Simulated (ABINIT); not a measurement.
GaSb:

```
Sb Ga
1.0
     0.00000    3.05900    3.05900
     3.05900    0.00000    3.05900
     3.05900    3.05900    0.00000
Sb Ga
1 1
Direct
  0.75000 0.75000 0.75000
  0.00000 0.00000 0.00000
```

Base run:

| Property | Result |
| --- | --- |
| Program | ABINIT 10.8.3 (patched build) |
| Functional | LDA-Teter |
| Potentials or basis | JTH PAW LDA v2.0 sp |
| Cutoff | 544 eV |
| k mesh | 8 × 8 × 8 |
| Occupations | fermi-dirac, width 0.05 eV |
| Spin | no spin polarisation |

Its results: band gap on the k mesh none (metal or under the smearing width); pressure -1.5 GPa.

Problem. After a change of settings the same cell gave: band gap on the k mesh none (metal or under the smearing width); pressure 5.5 GPa. Which change was it?
A. functional from LDA-Teter to BLYP; potentials or basis from JTH PAW LDA v2.0 sp to JTH PAW PBE v2.0 sp
B. functional from LDA-Teter to revPBE; potentials or basis from JTH PAW LDA v2.0 sp to JTH PAW PBE v2.0 sp
C. functional from LDA-Teter to BP86; potentials or basis from JTH PAW LDA v2.0 sp to JTH PAW PBE v2.0 sp
D. functional from LDA-Teter to HLE16; potentials or basis from JTH PAW LDA v2.0 sp to JTH PAW PBE v2.0 sp

Solution. A.

Caveats: spin-orbit coupling is left out, which moves the levels of the heavy elements; this set keeps more shells in the core, which shifts pressures and gaps; this crystal is a semiconductor, whose small gap the functional closes, so the metal is an error of the method; the PAW data sets were made with another functional, which shifts forces and pressure a little (some runs).

Runs at the PBE level aren't shown here.
